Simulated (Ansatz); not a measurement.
A run of Ansatz 0.2.0 is set up as follows.

File input.yaml:

```yaml
crystal:
  lattice:
    - [3.085, 0.0, 0.0]
    - [-1.5425, 2.6716883707, 0.0]
    - [0.0, 0.0, 3.523]
  atoms:
    - { symbol: Mg, position: [0.0, 0.0, 0.0] }
    - { symbol: B, position: [0.6666666667, 0.3333333333, 0.5] }
    - { symbol: B, position: [0.3333333333, 0.6666666667, 0.5] }
kpoints:
  mp_grid: { grid: [10, 10, 8] }
scf:
  occupations: { method: fermi_dirac, width: 0.05 }
hamiltonian:
  xc: pbesol
  pseudopotentials: { kind: all_electron, datasets: crystal }
output:
  forces: true
  stress: true
  eigenvalues: true
  dos: { projected: false, de: 0.2, e_range: [-14, 6] }
```

Potentials or basis: all-electron PAW datasets made for the crystal.

Run with:

```console
$ ansatz run input.yaml --threads 2 --pin off --max-ram 8192MiB --backend cpu --events-out ev --progress --plain --runs-dir out
```

**Question.** Estimate the pressure.

**Answer.** -3.1 GPa.

**Question.** What does it give for the band gap on the k mesh?

**Answer.** None (metal or under the smearing width).

States per cell in windows of 1 eV (zero at the Fermi level; states under -8 eV left out):
```csv
from (eV),total
-8.0,0.35
-7.0,0.63
-6.0,0.71
-5.0,0.72
-4.0,0.99
-3.0,1.11
-2.0,0.99
-1.0,0.80
0.0,0.42
1.0,0.29
2.0,0.43
3.0,0.50
4.0,0.48
5.0,1.17
```

Caveat: the program warned that the printed levels may be off, so bands, gaps and densities of states are rough; the density of states is complete only up to the lowest level of the last band computed.
